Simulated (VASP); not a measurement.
# CoSi2 (Fm-3m) in VASP: notebook

One crystal, CoSi2, is run at these levels: PBE, PBE+D3(BJ), r2SCAN; tasks: relaxation of cell and atoms.

All numbers are computed with VASP 6.6.1; they aren't measurements. Logs are shortened: lines on timing, memory, paths and dates and some standing lists are left out, and cuts for length are marked.

## (1) The crystal as given

It takes space group Fm-3m (No. 225, cubic). The conventional cell has a = 5.358 Å, b = 5.358 Å, c = 5.358 Å, α = 90.00°, β = 90.00°, γ = 90.00°. Co (site symmetry m-3m) is surrounded by 8 Si at 2.32 Å. Si (site symmetry -43m) has 4 Co at 2.32 Å as nearest neighbours.

## (2) Relaxation of cell and atoms, PBE

File INCAR:

```
ALGO     = Normal         # electronic algorithm
EDIFF    = 1E-7           # SCF threshold, eV
EDIFFG   = -0.005         # ionic threshold
ENCUT    = 600            # plane-wave cutoff, eV
GGA      = PE             # functional
IBRION   = 2              # ionic algorithm
ISIF     = 3              # what is computed and relaxed
ISMEAR   = 1              # smearing method
LASPH    = True           # aspherical terms in the spheres
LCHARG   = False          # write CHGCAR
LREAL    = False          # projectors in reciprocal space
LWAVE    = False          # write WAVECAR
NELM     = 80             # most SCF steps
NSW      = 90             # ionic steps
PREC     = Accurate       # precision mode
SIGMA    = 0.1            # smearing width, eV
```

File KPOINTS:

```
k-points
0
Gamma
  12 12 12
```

File POSCAR:

```
CoSi2                                   
1.0
    0.0000000000      2.6789236841      2.6789236841
    2.6789236841      0.0000000000      2.6789236841
    2.6789236841      2.6789236841     -0.0000000000
  Co              Si            
     1     2
Direct
     0.0000000000000000    0.0000000000000000    0.0000000000000000
     0.2500000000000000    0.2500000000000000    0.2500000000000000
     0.7500000000000000    0.7500000000000000    0.7500000000000000
```

Potentials or basis: VASP PAW PBE potentials, release 64 (Co, Si).

Run with:

```sh
cat potpaw_PBE.64/Co/POTCAR potpaw_PBE.64/Si/POTCAR > POTCAR
mpirun -np 1 vasp_std > vasp.out
```

OUTCAR:

```text
EDIFF = 1E-7
   EDIFFG = -0.005
   ENCUT = 600
   GGA = PE
   IBRION = 2
   ISIF = 3
   ISMEAR = 1
   LASPH = True
   LREAL = False
   NELM = 80
   NSW = 90
   PREC = Accurate

 ion  position               nearest neighbor table
   1  0.000  0.000  0.000-   3 2.32   3 2.32   2 2.32   3 2.32   2 2.32   2 2.32   3 2.32   2 2.32

   2  0.250  0.250  0.250-   1 2.32   1 2.32   1 2.32   1 2.32   3 2.68   3 2.68   3 2.68   3 2.68
                             3 2.68   3 2.68
   3  0.750  0.750  0.750-   1 2.32   1 2.32   1 2.32   1 2.32   2 2.68   2 2.68   2 2.68   2 2.68
                             2 2.68   2 2.68

  LATTYP: Found a face centered cubic cell.
 ALAT       =     5.3578473682

  Lattice vectors:

 A1 = (   0.0000000000,   2.6789236841,   2.6789236841)
 A2 = (   2.6789236841,   0.0000000000,   2.6789236841)
 A3 = (   2.6789236841,   2.6789236841,   0.0000000000)

Analysis of symmetry for initial positions (statically):
=====================================================================
 Subroutine PRICEL returns:
 Original cell was already a primitive cell.

 Routine SETGRP: Setting up the symmetry group for a
 face centered cubic supercell.

 Subroutine GETGRP returns: Found 48 space group operations
 (whereof 48 operations were pure point group operations)
 out of a pool of 48 trial point group operations.

The static configuration has the point symmetry O_h .

Analysis of symmetry for dynamics (positions and initial velocities):
=====================================================================
 Subroutine PRICEL returns:
 Original cell was already a primitive cell.

 Routine SETGRP: Setting up the symmetry group for a
 face centered cubic supercell.

 Subroutine GETGRP returns: Found 48 space group operations
 (whereof 48 operations were pure point group operations)
 out of a pool of 48 trial point group operations.

The dynamic configuration has the point symmetry O_h .

 Subroutine INISYM returns: Found 48 space group operations
 (whereof 48 operations are pure point group operations),
 and found     1 'primitive' translations

----------------------------------------------------------------------------------------

                                     Primitive cell

  volume of cell :      38.4513

  direct lattice vectors                    reciprocal lattice vectors
     0.000000000  2.678923684  2.678923684    -0.186642122  0.186642122  0.186642122
     2.678923684  0.000000000  2.678923684     0.186642122 -0.186642122  0.186642122
     2.678923684  2.678923684  0.000000000     0.186642122  0.186642122 -0.186642122

  length of vectors
[... 101 lines left out ...]
   IALGO  =     38    algorithm
   IMIX   =      4    mixing-type and parameters
     AMIX     =   0.40;   BMIX     =  1.00
     AMIX_MAG =   1.60;   BMIX_MAG =  1.00
  volume/ion in A,a.u.               =      12.82        86.49
  Fermi-wavevector in a.u.,A,eV,Ry     =   1.247156  2.356783 21.162477  1.555398
  Thomas-Fermi vector in A             =   2.381301
   LORBIT       =      0    0 simple, 1 ext, 2 COOP (PROOUT), +10 PAW based schemes
   GGA     = PE    functional components
   LHFCALC =     F    Hartree Fock is set to
   AEXX    =    0.0000 exact exchange contribution
   IVDW    =     0    specifies the selected vdW correction
   LEPSILON=     F    determine dielectric tensor
   LRPA    =     F    only Hartree local field effects (RPA)
 conjugate gradient relaxation of ions
 non-spin polarized calculation
 Methfessel and Paxton  Order N= 1 SIGMA  =   0.10
  energy-cutoff  :      600.00
  volume of cell :       38.45
 maximum number of plane-waves:      1304
   NGX = 15   NGY = 15   NGZ = 15

 number of electron      17.0000005 magnetization

 Free energy of the ion-electron system (eV)
  ---------------------------------------------------
  ext. energy  EPLUGINS =         0.00000000
  ---------------------------------------------------
  free energy    TOTEN  =       -19.29562334 eV

  energy without entropy =      -19.29537651  energy(sigma->0) =      -19.29554106

 E-fermi :  10.0622     XC(G=0): -11.7416

 val. band max:       10.0428931117   @ k =   0.4167   0.2500   0.0833
 cond. band min:      10.0816811665   @ k =   0.4167   0.0833   0.0000
 fundamental gap:      0.0387880548
 Fermi energy:        10.0621607542

 k-point     1 :       0.0000    0.0000    0.0000
  band No.  band energies     occupation
      1      -3.0378      2.00000
      2       6.0056      2.00000
      3       6.0056      2.00000
      4       6.0056      2.00000
      5       8.1739      2.00000
      6       8.1739      2.00000
      7      10.8250     -0.00000
      8      13.4817      0.00000
      9      13.4817      0.00000
     10      13.4817      0.00000
     11      13.5283      0.00000
     12      13.5283      0.00000
[... 331 lines left out ...]
 k-point    24 :      -0.4167    0.1667    0.0000
  band No.  band energies     occupation
      1       0.4466      2.00000
      2       1.2852      2.00000
      3       5.6307      2.00000
      4       6.6518      2.00000
      5       7.1772      2.00000
      6       8.0053      2.00000
      7       8.4296      2.00000
      8       9.1360      2.00000
      9       9.6342      2.00000
     10      12.3263      0.00000
     11      14.1440      0.00000
     12      14.9728      0.00000

 [... further k-points ...]

------------------------ aborting loop because EDIFF is reached ----------------------------------------

  FORCE on cell =-STRESS in cart. coord.  units (eV):
  Direction    XX          YY          ZZ          XY          YZ          ZX
  --------------------------------------------------------------------------------------
  -------------------------------------------------------------------------------------
  Total        0.0035504      0.0035504      0.0035504     -0.0000000      0.0000000      0.0000000
  in kB        0.1479386      0.1479386      0.1479386     -0.0000000      0.0000000      0.0000000
  external PRESSURE =       0.1479386 kB  Pullay stress =       0.0000000 kB

 VOLUME and BASIS-vectors are now :
 -----------------------------------------------------------------------------
  energy-cutoff  :      600.00
  volume of cell :       38.45
      direct lattice vectors                 reciprocal lattice vectors
     0.000000000  2.678923684  2.678923684    -0.186642122  0.186642122  0.186642122
     2.678923684  0.000000000  2.678923684     0.186642122 -0.186642122  0.186642122
     2.678923684  2.678923684  0.000000000     0.186642122  0.186642122 -0.186642122

 POSITION                                       TOTAL-FORCE (eV/Angst)
 -----------------------------------------------------------------------------------
      0.00000      0.00000      0.00000        -0.000000     -0.000000      0.000000
      1.33946      1.33946      1.33946         0.000000      0.000000      0.000000
      4.01839      4.01839      4.01839        -0.000000     -0.000000     -0.000000
 -----------------------------------------------------------------------------------
    total drift:                                0.000000     -0.000000     -0.000000

  FREE ENERGIE OF THE ION-ELECTRON SYSTEM (eV)
  ---------------------------------------------------
  free  energy   TOTEN  =       -19.2956233404 eV

  energy  without entropy=      -19.2953765071  energy(sigma->0) =      -19.29554106

 reached required accuracy - stopping structural energy minimisation
```

OSZICAR:

```text
N       E                     dE             d eps       ncg     rms          rms(c)
DAV:   1     0.770008619911E+02    0.77001E+02   -0.78582E+03  1728   0.153E+03
DAV:   2    -0.158583666937E+02   -0.92859E+02   -0.86926E+02  1748   0.268E+02
DAV:   3    -0.205932012709E+02   -0.47348E+01   -0.45212E+01  2212   0.698E+01
DAV:   4    -0.207112016765E+02   -0.11800E+00   -0.11748E+00  2088   0.103E+01
DAV:   5    -0.207147351193E+02   -0.35334E-02   -0.35326E-02  2320   0.188E+00    0.143E+01
DAV:   6    -0.243772777825E+02   -0.36625E+01   -0.40860E+01  2188   0.138E+02    0.179E+01
DAV:   7    -0.193005368013E+02    0.50767E+01   -0.17365E+01  2280   0.108E+02    0.345E+00
DAV:   8    -0.193306189195E+02   -0.30082E-01   -0.10872E+00  2088   0.894E+00    0.190E+00
DAV:   9    -0.192955698732E+02    0.35049E-01   -0.11052E-01  2204   0.706E+00    0.447E-01
DAV:  10    -0.192956319531E+02   -0.62080E-04   -0.60229E-03  2160   0.877E-01    0.606E-02
DAV:  11    -0.192956002892E+02    0.31664E-04   -0.32125E-04  2560   0.305E-01    0.376E-02
DAV:  12    -0.192956230878E+02   -0.22799E-04   -0.48804E-05  1848   0.635E-02    0.246E-02
DAV:  13    -0.192956229373E+02    0.15054E-06   -0.29790E-06  2524   0.171E-02    0.510E-03
DAV:  14    -0.192956231573E+02   -0.22004E-06   -0.60815E-07  2016   0.108E-02    0.302E-03
DAV:  15    -0.192956232795E+02   -0.12223E-06   -0.10442E-07  1232   0.665E-03    0.105E-03
DAV:  16    -0.192956233404E+02   -0.60819E-07   -0.77871E-08  1072   0.219E-03
   1 F= -.19295623E+02 E0= -.19295541E+02  d E =-.192956E+02
```

CONTCAR:

```text
CoSi2
   1.00000000000000
     0.0000000000000000    2.6789236840999999    2.6789236840999999
     2.6789236840999999    0.0000000000000000    2.6789236840999999
     2.6789236840999999    2.6789236840999999    0.0000000000000000
  Co              Si
     1     2
Direct
     0.0000000000000000    0.0000000000000000    0.0000000000000000
     0.2500000000000000    0.2500000000000000    0.2500000000000000
     0.7500000000000000    0.7500000000000000    0.7500000000000000

  0.00000000E+00  0.00000000E+00  0.00000000E+00
  0.00000000E+00  0.00000000E+00  0.00000000E+00
  0.00000000E+00  0.00000000E+00  0.00000000E+00
```

Wall time 43 s (1 thread of Intel Xeon Platinum 8259CL at 2.50GHz (Skylake/Cascade Lake), shared host); peak memory 0.19 GiB.

Results:

| Item | Value |
| --- | --- |
| Free energy | -19.2956 eV |
| Pressure after relaxing | 0.0 GPa |
| Band gap on the k mesh | none (metal or under the smearing width) |

Final structure:
```xyz
3
Lattice="0.0000 2.6789 2.6789 2.6789 0.0000 2.6789 2.6789 2.6789 0.0000" Properties=species:S:1:pos:R:3 pbc="T T T"
Co    0.0000    0.0000    0.0000
Si    1.3395    1.3395    1.3395
Si    4.0184    4.0184    4.0184
```

Levels at points of the mesh, in eV from the Fermi level:
```
           k point  band 5  band 6  band 7  band 8  band 9  band 10  band 11  band 12
(0.00, 0.00, 0.00)   -1.89   -1.89    0.76    3.42    3.42     3.42     3.47     3.47
(0.50, 0.00, 0.00)   -2.15   -1.61   -1.61   -0.46   -0.46     2.71     3.42     3.42
(0.50, 0.50, 0.00)   -3.64   -1.94   -1.94   -1.89   -1.32     1.58     2.94     8.57
```

Caveat: the relaxation stopped at its first step, so nothing moved.

## (3) Relaxation of cell and atoms, PBE+D3(BJ)

File INCAR:

```
ALGO = Normal ; EDIFF = 1E-6
EDIFFG = -0.01 ; ENCUT = 600
GGA = PE ; IBRION = 2
ISIF = 3 ; ISMEAR = 1
IVDW = 12 ; LASPH = True
LCHARG = False ; LREAL = False
LWAVE = False ; NELM = 80
NSW = 90 ; PREC = Accurate
SIGMA = 0.1
```

KPOINTS is that of step 2.

File POSCAR:

```
CoSi2
1.0
    0.0000000000      2.6780000000      2.6780000000
    2.6780000000      0.0000000000      2.6780000000
    2.6780000000      2.6780000000      0.0000000000
Co Si
1 2
Direct
    0.0000000000      0.0000000000      0.0000000000
    0.2500000000      0.2500000000      0.2500000000
    0.7500000000      0.7500000000      0.7500000000
```

Potentials or basis: VASP PAW PBE potentials, release 64 (Co, Si).

Run with:

```sh
cat potpaw_PBE.64/Co/POTCAR potpaw_PBE.64/Si/POTCAR > POTCAR
mpirun -np 1 vasp_std > vasp.out
```

Run time: 1.7 min. Hardware: 1 thread of Intel Xeon Platinum 8259CL at 2.50GHz (Skylake/Cascade Lake), shared host; peak memory 0.22 GiB.

Results (log left out):

```
Free energy                            : -20.6424 eV
Relaxed volume                         : 12.41 Å³/atom
Relaxed cell                           : a = 3.748 Å, b = 3.748 Å, c = 3.748 Å, α = 60.00°, β = 60.00°, γ = 60.00°
Space group after relaxing (to 0.05 Å) : Fm-3m (No. 225)
Energy gained by relaxing              : 6.8 meV/atom
Ionic steps                            : 4
Pressure after relaxing                : 0.1 GPa
Band gap on the k mesh                 : none (metal or under the smearing width)
Dispersion energy per atom             : -0.456 eV
```

Step by step:
```tsv
step	energy change (eV)	largest force (eV/Å)	pressure (GPa)	volume (Å³)
1	0.0000	0.0000	-5.50	38.41
2	0.0063	0.0000	7.03	36.02
3	-0.0204	0.0000	-0.15	37.27
4	-0.0204	0.0000	0.07	37.24
```

Final structure:
```cif
data_structure
_symmetry_space_group_name_H-M 'P 1'
_symmetry_Int_Tables_number 1
_cell_length_a 3.7485
_cell_length_b 3.7485
_cell_length_c 3.7485
_cell_angle_alpha 60.000
_cell_angle_beta 60.000
_cell_angle_gamma 60.000
_cell_volume 37.24
loop_
_atom_site_label
_atom_site_type_symbol
_atom_site_fract_x
_atom_site_fract_y
_atom_site_fract_z
_atom_site_occupancy
Co1 Co 0.00000 0.00000 0.00000 1
Si1 Si 0.25000 0.25000 0.25000 1
Si2 Si 0.75000 0.75000 0.75000 1
```

Levels at points of the mesh, in eV from the Fermi level:
| k point | band 5 | band 6 | band 7 | band 8 | band 9 | band 10 | band 11 | band 12 |
| --- | --- | --- | --- | --- | --- | --- | --- | --- |
| (0.00, 0.00, 0.00) | -2.00 | -2.00 | 1.08 | 3.47 | 3.47 | 3.55 | 3.55 | 3.55 |
| (0.50, 0.00, 0.00) | -2.23 | -1.70 | -1.70 | -0.47 | -0.47 | 2.81 | 3.52 | 3.52 |
| (0.50, 0.50, 0.00) | -3.73 | -2.03 | -2.03 | -1.99 | -1.39 | 1.72 | 2.96 | 8.60 |

Caveat: pairwise dispersion overbinds metals, which lowers pressure and volume.

## (4) Relaxation of cell and atoms, PBE+D3(BJ)

This run uses another cell than the first one, of 12.41 Å³/atom, 0.969 times its volume.

Edit INCAR of step 3 so:

```diff
@@ -1,3 +1,3 @@
-ALGO = Normal ; EDIFF = 1E-6
-EDIFFG = -0.01 ; ENCUT = 600
+ALGO = Normal ; EDIFF = 1E-7
+EDIFFG = -0.005 ; ENCUT = 600
 GGA = PE ; IBRION = 2
```

KPOINTS is that of step 3.

File POSCAR:

```
CoSi2                                   
1.0
   -0.0000000000      2.6505616158      2.6505616158
    2.6505616158     -0.0000000000      2.6505616158
    2.6505616158      2.6505616158     -0.0000000000
  Co              Si            
     1     2
Direct
     0.0000000000000000    0.0000000000000000    0.0000000000000000
     0.2500000000000000    0.2500000000000000    0.2500000000000000
     0.7500000000000000    0.7500000000000000    0.7500000000000000
```

Potentials or basis: VASP PAW PBE potentials, release 64 (Co, Si).

Run with:

```sh
cat potpaw_PBE.64/Co/POTCAR potpaw_PBE.64/Si/POTCAR > POTCAR
mpirun -np 1 vasp_std > vasp.out
```

OUTCAR:

```text
EDIFF = 1E-7
   EDIFFG = -0.005
   ENCUT = 600
   GGA = PE
   IBRION = 2
   ISIF = 3
   ISMEAR = 1
   IVDW = 12
   LASPH = True
   LREAL = False
   NELM = 80
   NSW = 90
   PREC = Accurate
 IVDW          = 12

 ion  position               nearest neighbor table
   1  0.000  0.000  0.000-   3 2.30   3 2.30   3 2.30   2 2.30   3 2.30   2 2.30   2 2.30   2 2.30

   2  0.250  0.250  0.250-   1 2.30   1 2.30   1 2.30   1 2.30   3 2.65   3 2.65   3 2.65   3 2.65
                             3 2.65   3 2.65
   3  0.750  0.750  0.750-   1 2.30   1 2.30   1 2.30   1 2.30   2 2.65   2 2.65   2 2.65   2 2.65
                             2 2.65   2 2.65

  LATTYP: Found a face centered cubic cell.
 ALAT       =     5.3011232316

  Lattice vectors:

 A1 = (   0.0000000000,   2.6505616158,   2.6505616158)
 A2 = (   2.6505616158,   0.0000000000,   2.6505616158)
 A3 = (   2.6505616158,   2.6505616158,   0.0000000000)

Analysis of symmetry for initial positions (statically):
=====================================================================
 Subroutine PRICEL returns:
 Original cell was already a primitive cell.

[... 268 lines left out ...]

 val. band max:       10.4744476106   @ k =   0.4167   0.2500   0.0833
 cond. band min:      10.5146181946   @ k =   0.4167   0.0833   0.0000
 fundamental gap:      0.0401705840
 Fermi energy:        10.4917579685

 k-point     1 :       0.0000    0.0000    0.0000
  band No.  band energies     occupation
      1      -2.8542      2.00000
      2       6.2923      2.00000
      3       6.2923      2.00000
      4       6.2923      2.00000
      5       8.4977      2.00000
      6       8.4977      2.00000
      7      11.5705     -0.00000
      8      13.9658      0.00000
      9      13.9658      0.00000
     10      13.9658      0.00000
     11      14.0385      0.00000
     12      14.0385      0.00000
[... 331 lines left out ...]
 k-point    24 :      -0.4167    0.1667    0.0000
  band No.  band energies     occupation
      1       0.7133      2.00000
      2       1.5705      2.00000
      3       5.9163      2.00000
      4       6.9471      2.00000
      5       7.5262      2.00000
      6       8.3427      2.00000
      7       8.7793      2.00000
      8       9.5294      2.00000
      9      10.0464      2.00000
     10      12.8415      0.00000
     11      14.6774      0.00000
     12      15.6080      0.00000

 [... further k-points ...]

------------------------ aborting loop because EDIFF is reached ----------------------------------------

 Edisp (eV)   -1.36869

 E8    (eV) :    -0.5763
[... 26 lines left out ...]
  FREE ENERGIE OF THE ION-ELECTRON SYSTEM (eV)
  ---------------------------------------------------
  free  energy   TOTEN  =       -20.6421389518 eV

  energy  without entropy=      -20.6418983036  energy(sigma->0) =      -20.64205874

 reached required accuracy - stopping structural energy minimisation
```

OSZICAR:

```text
N       E                     dE             d eps       ncg     rms          rms(c)
DAV:   1     0.777681880633E+02    0.77768E+02   -0.78820E+03  1728   0.154E+03
DAV:   2    -0.157581885407E+02   -0.93526E+02   -0.87457E+02  1732   0.271E+02
DAV:   3    -0.205648458988E+02   -0.48067E+01   -0.45867E+01  2248   0.708E+01
DAV:   4    -0.206811423233E+02   -0.11630E+00   -0.11562E+00  2096   0.102E+01
[... 23 lines left out ...]
DAV:   2    -0.192738672017E+02   -0.30634E-03   -0.33120E-03  2288   0.128E+00    0.165E-01
DAV:   3    -0.192734553023E+02    0.41190E-03   -0.16689E-03  2280   0.923E-01    0.176E-02
DAV:   4    -0.192734541188E+02    0.11836E-05   -0.28163E-05  1788   0.481E-02    0.615E-03
DAV:   5    -0.192734536554E+02    0.46340E-06   -0.14577E-06  2508   0.234E-02    0.212E-03
DAV:   6    -0.192734536439E+02    0.11430E-07   -0.85500E-08   972   0.445E-03
   3 F= -.20642139E+02 E0= -.20642059E+02  d E =-.521529E-05
```

Wall time 80 s (1 thread of Intel Xeon Platinum 8259CL at 2.50GHz (Skylake/Cascade Lake), shared host); peak memory 0.21 GiB.

What came out:

| Property | Result |
| --- | --- |
| Free energy | -20.6421 eV |
| Relaxed volume | 12.42 Å³/atom |
| Relaxed cell | a = 3.749 Å, b = 3.749 Å, c = 3.749 Å, α = 60.00°, β = 60.00°, γ = 60.00° |
| Space group after relaxing (to 0.05 Å) | Fm-3m (No. 225) |
| Energy gained by relaxing | 0.0 meV/atom |
| Ionic steps | 3 |
| Pressure after relaxing | 0.0 GPa |
| Band gap on the k mesh | none (metal or under the smearing width) |
| Dispersion energy per atom | -0.456 eV |

Final structure:
```cif
data_structure
_symmetry_space_group_name_H-M 'P 1'
_symmetry_Int_Tables_number 1
_cell_length_a 3.7490
_cell_length_b 3.7490
_cell_length_c 3.7490
_cell_angle_alpha 60.000
_cell_angle_beta 60.000
_cell_angle_gamma 60.000
_cell_volume 37.26
loop_
_atom_site_label
_atom_site_type_symbol
_atom_site_fract_x
_atom_site_fract_y
_atom_site_fract_z
_atom_site_occupancy
Co1 Co 0.00000 0.00000 0.00000 1
Si1 Si 0.25000 0.25000 0.25000 1
Si2 Si 0.75000 0.75000 0.75000 1
```

Levels at points of the mesh, in eV from the Fermi level:
```tsv
k point	band 7	band 8	band 9	band 10	band 11	band 12
(0.00, 0.00, 0.00)	1.08	3.47	3.47	3.47	3.55	3.55
(0.50, 0.00, 0.00)	-1.69	-0.47	-0.47	2.81	3.52	3.52
(0.50, 0.50, 0.00)	-2.02	-1.98	-1.39	1.71	2.96	8.60
```

Caveat: pairwise dispersion overbinds metals, which lowers pressure and volume. Spin polarisation is off, so any magnetic state and its effect on volume and gap are missing.

[end of part 1 of 2]
